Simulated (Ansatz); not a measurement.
**Ansatz 0.2.0, settings compared: TiO2**

input.yaml:

```yaml
crystal:
  lattice:
    - [-1.88804236, 1.89656767, 4.72683297]
    - [1.89861587, -1.88006895, 4.72447784]
    - [1.87589794, 1.86792452, -4.72027512]
  atoms:
    - { symbol: Ti, position: [0.0036193, 0.9856558, 0.00186997] }
    - { symbol: Ti, position: [0.76371889, 0.22521946, 0.48913147] }
    - { symbol: O, position: [0.18128937, 0.17897734, 0.00645049] }
    - { symbol: O, position: [0.93418047, 0.43820121, 0.51560368] }
    - { symbol: O, position: [0.58062837, 0.08539345, 0.51183067] }
    - { symbol: O, position: [0.84863374, 0.80460043, 0.01585075] }
kpoints:
  mp_grid: { grid: [5, 5, 7], shift: [0.0, 0.0, 0.5] }
magnetization:
  spin_polarized: true
scf:
  occupations: { method: fermi_dirac }
hamiltonian:
  pseudopotentials: { kind: paw }
  xc: pbe
basis:
  ecutwfc: 420
output:
  forces: true
  stress: true
  eigenvalues: true
  write_density: true
  write_potential: true
  elf: true
  volumetric_format: npy
```

Run with:

```bash
ansatz run input.yaml --threads 1 --pin off --max-ram 2560MiB --backend cpu --events-out ev --progress --plain --runs-dir out
```

Origin of the cell: a strained cell with displaced atoms, so it need not be a known compound.

The smearing width isn't typed, so it takes its default of 0.1 eV.

Output of this run (shortened):

```
SCF iter   1: F=—  HF=-7274.357787 eV  Δρ=4.98e-2  dr2=6.76e0  dr2_m=0.00e0  M=0.000 μB ∫|m|=0.000 μB
SCF iter   2: F=—  HF=-7272.606444 eV  Δρ=2.51e-2  dr2=1.49e0  dr2_m=0.00e0  M=0.000 μB ∫|m|=0.000 μB  defer=46
SCF iter   3: F=—  HF=-7271.477762 eV  Δρ=1.92e-2  dr2=2.75e-1  dr2_m=9.59e-2  M=0.637 μB ∫|m|=0.638 μB  defer=44
SCF iter   4: F=—  HF=-7272.303879 eV  Δρ=1.91e-2  dr2=5.37e-1  dr2_m=8.11e-2  M=0.000 μB ∫|m|=0.071 μB  defer=76
SCF iter   5: F=—  HF=-7272.299606 eV  Δρ=1.44e-2  dr2=2.00e-1  dr2_m=3.58e-2  M=0.000 μB ∫|m|=0.056 μB  defer=95
[… 4 lines left out …]
SCF iter  10: F=—  HF=-7272.321155 eV  Δρ=1.83e-4  dr2=4.94e-5  dr2_m=0.00e0  M=0.000 μB ∫|m|=0.000 μB  defer=50
SCF iter  11: F=—  HF=-7272.321205 eV  Δρ=6.83e-5  dr2=9.96e-6  dr2_m=0.00e0  M=0.000 μB ∫|m|=0.000 μB  defer=50
SCF iter  12: F=—  HF=-7272.321206 eV  Δρ=2.91e-5  dr2=1.56e-6  dr2_m=0.00e0  M=0.000 μB ∫|m|=0.000 μB  defer=50
SCF iter  13: F=—  HF=-7272.321206 eV  Δρ=1.06e-5  dr2=1.17e-7  dr2_m=0.00e0  M=0.000 μB ∫|m|=0.000 μB  defer=50
SCF iter  14: F=-7272.321207 eV  HF=-7272.321207 eV  Δρ=2.06e-6  dr2=5.54e-9  dr2_m=0.00e0  M=0.000 μB ∫|m|=0.000 μB
SCF 1 converged in 14 iterations: F = -7272.321207 eV  dr2 = 5.54e-9
SCF converged after 14 iterations
Magnetization: 0.0000 μB (24.0000 up, 24.0000 down)
Absolute magnetization: 0.0000 μB (∫|ρ↑−ρ↓|)
Spin contamination: 0.0000 ħ² per cell (⟨S²⟩ above its minimum at these occupations)
Per-site moments (μB) at R_I (Å): [(0.0, 0.682999), (0.0, 0.675814), (0.0, 0.714490), (0.0, 0.698120), (0.0, 0.675814), (0.0, 0.682999)]
Free energy (F): -7272.321207 eV
Harris-Foulkes:  -7272.321207 eV  (|F-HF|=8.50e-9)
Internal energy: -7272.321155 eV  (E = F + TS)
E sigma→0 (E₀):  -7272.321181 eV
Entropy (-TS):   -0.000052 eV (-0.009 meV/atom)
Fermi energy:    9.538867 eV
--- Per-component energies (eV) ---
  E_band       = -436.538597
  E_kinetic    = 1275.511839
  E_local      = -3933.285523  (includes V_loc(G=0)·N_el)
  E_nonlocal   = 201.244345
  E_hartree    = 1566.769514
  E_xc         = -497.591326
  E_vxc        = -630.542731  (∫ρ·V_xc dr)
  E_paw        = -2727.604334  (= ΣΔE_a)
  E_vpaw       = -483.014566  (= ΣTr[D̂ρ^β])
  E_aug_tail   = 0.010403  (compensation charges beyond the density's cutoff)
  E_ewald      = -3157.376072
  E_smearing   = -0.000052  (= −TS)
  Σ components = -7272.321207   (vs F -7272.321207, Δ=0.00e0)
[… 2 lines left out …]
  atom   2  Ti    -1.356651     0.456178     1.100258
  atom   3  O     -0.141755     0.176362     8.846298
  atom   4  O     -1.175147    -0.553656     9.702702
  atom   5  O      0.850696    -0.111559   -12.551788
  atom   6  O      1.369219     0.483823   -10.347347
  max |Σ_I F_I| component: 2.32e-5 eV/Å
--- Stress (GPa, compression-positive) ---
       19.993592       0.265360      -3.152096
        0.265360      15.436126      -2.270270
       -3.152096      -2.270270     124.234239
  P = ⅓ Tr σ = 53.2213 GPa (532.213 kbar)
```

The same input was run again with these changes:

1. `magnetization` { spin_polarized: true } → { spin_polarized: true } (starts: random); `basis.xc_grid` default → 4; typed moments: Ti1 -2, Ti2 2, O3 0.5, O4 1, O5 -2, O6 0.5
2. `scf.occupations.method` fermi_dirac → tetrahedron; `hamiltonian.hubbard` default → { sites: [{ species: Ti, l: d, u_eff: 1.0 }], double_counting: fll }
3. `magnetization` { spin_polarized: true } → { spin_polarized: true } (starts: ferro); `hamiltonian.xc` pbe → revpbe; typed moments: Ti1 1, Ti2 1, O3 3, O4 2, O5 3, O6 2
4. `kpoints.mp_grid.shift` [0.0, 0.0, 0.5] → [0.5, 0.5, 0.5]; `scf.occupations.method` fermi_dirac → methfessel_paxton; `scf.occupations.width` default → 0.01

```
 run        end  SCF iterations  P (GPa)  max force component (eV/Å)  moment (μB)  ΔE(σ→0) (meV/atom)
base  converged              14    53.22                      12.552         0.00                   0
   1  converged              13    53.22                      12.552         0.00               -0.01
   2  converged              13    54.08                      12.602         0.00                   –
   3  converged              13    56.75                      12.674         0.00                   –
   4  converged              14    53.22                      12.552         0.00                0.02
```

Energies are compared only where functional, datasets, charge and starting cell are the same.

Caveats of the base run: spin is on but no moment was typed; the given cell is far from equilibrium, with atoms too close or a volume far off.

Run 1: a starting moment was lost.
Run 2: forces and stress under tetrahedra may miss the slope of the energy.
Run 3: a starting moment was lost; forces of this functional can be a tenth off on datasets made under PBE; typed moments were cut to what the open shells hold.

The base run took 24 s on 1 thread of Intel(R) Xeon(R) 6975P-C (Granite Rapids) (shared host), peak memory 0.59 GiB, from the program's own first density.
